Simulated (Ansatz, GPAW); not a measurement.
This is a calculation of In for GPAW 26.7.0 (ASE script). 

Contents of run.py:

```python
from ase import Atoms
from ase.dft.bandgap import bandgap
from ase.io import write
from ase.units import GPa
from gpaw import GPAW, PW

atoms = Atoms(['In'],
              cell=[[3.37690644, 0.0, 0.0],
                    [0.2472340469, 3.3678438845, 0.0],
                    [-1.8120702438, -1.6839219426, 2.2987617161]],
              scaled_positions=[[0.0, 0.0, 0.0]],
              pbc=True)

calc = GPAW(mode=PW(600),
            xc='RPBE',
            kpts={'size': (11, 11, 11), 'gamma': True},
            occupations={'name': 'methfessel-paxton', 'order': 0, 'width': 0.02},
            nbands=14,
            convergence={'density': 1e-05, 'energy': 1e-05},
            maxiter=150,
            txt='gpaw.txt')
atoms.calc = calc
energy = atoms.get_potential_energy()
forces = atoms.get_forces()
stress = atoms.get_stress()
calc.write('gs.gpw')
write('result.traj', atoms)
print(f'Energy: {energy:.6f} eV')
print('Forces (eV/A):')
print(forces.round(4))
print('Stress (GPa):', (stress / GPa).round(3))
print('Fermi level:', round(calc.get_fermi_level(), 4), 'eV')
print(f'Gap: {bandgap(calc)[0]:.4f} eV, direct: {bandgap(calc, direct=True)[0]:.4f} eV')
```

Potentials or basis: the program's PAW data sets (release 1.2.1) made for this functional, pw.

Launch:

```sh
$ OMP_NUM_THREADS=1 python run.py
```

Translate it to Ansatz 0.2.0. Potentials or basis there: Ansatz PAW, cutoff 420 eV.

As run (cutoffs and basis follow the program's own potentials, and thresholds, step limits or extra output files can differ):

The input input.yaml:

```yaml
crystal:
  lattice:
    - [3.37690644, 0.0, 0.0]
    - [0.2472340469, 3.3678438845, 0.0]
    - [-1.8120702438, -1.6839219426, 2.2987617161]
  atoms:
    - { symbol: In, position: [0.0, 0.0, 0.0] }
hamiltonian:
  xc: rpbe
  pseudopotentials: { kind: paw }
kpoints:
  mp_grid: { grid: [11, 11, 11] }
scf:
  occupations: { method: gaussian, width: 0.02 }
output:
  forces: true
  stress: true
  eigenvalues: true
```

Potentials or basis: Ansatz PAW.

Command:

```bash
$ ansatz run input.yaml --threads 1 --pin off --max-ram 3584MiB --backend cpu --events-out ev --progress --plain --runs-dir out
```

Both were run:

|  | GPAW | Ansatz |
| --- | --- | --- |
| Pressure | 3.3 GPa | 3.7 GPa |

Ansatz's pressure holds a Pulay term of +0.05 GPa for its cutoff of 420 eV, which the other run lacks.

Ansatz's potentials were made for PBE.

Where Ansatz's input types no cutoff or centring, it takes its own default and a Γ-centred mesh.

Pressure is positive in compression.
